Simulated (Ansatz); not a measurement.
A run of Ansatz 0.2.0:

File input.yaml:

```yaml
crystal:
  lattice:
    - [-1.88252524, 1.88252524, 1.88252524]
    - [1.88252524, -1.88252524, 1.88252524]
    - [1.88252524, 1.88252524, -1.88252524]
  atoms:
    - { symbol: In, position: [0.0, 0.0, 0.0] }
hamiltonian:
  xc: pbe
  pseudopotentials: { kind: paw }
kpoints:
  mp_grid: { grid: [10, 10, 10] }
scf:
  occupations: { method: fermi_dirac, width: 0.05 }
output:
  forces: true
  stress: true
  eigenvalues: true
  write_density: true
  write_potential: true
  elf: true
  volumetric_format: npy
relax:
  f_tol: 0.01
  max_steps: 40
  cell: { stress_tol: 0.05 }
```

Potentials or basis: Ansatz PAW.

Command:

```console
$ ansatz run input.yaml --threads 2 --pin off --max-ram 5632MiB --backend cpu --events-out ev --progress --plain --runs-dir out
```

Hardware: 2 threads of Arm Neoverse V1, on a shared host.

Problem. Estimate the wall time of this run.

Solution. Wall time 2.7 s on 2 threads of Arm Neoverse V1, on a shared host, peak memory 0.29 GiB. Counts: scf iterations 20, plane waves 555, k points 47, bands 11, ion steps 4.
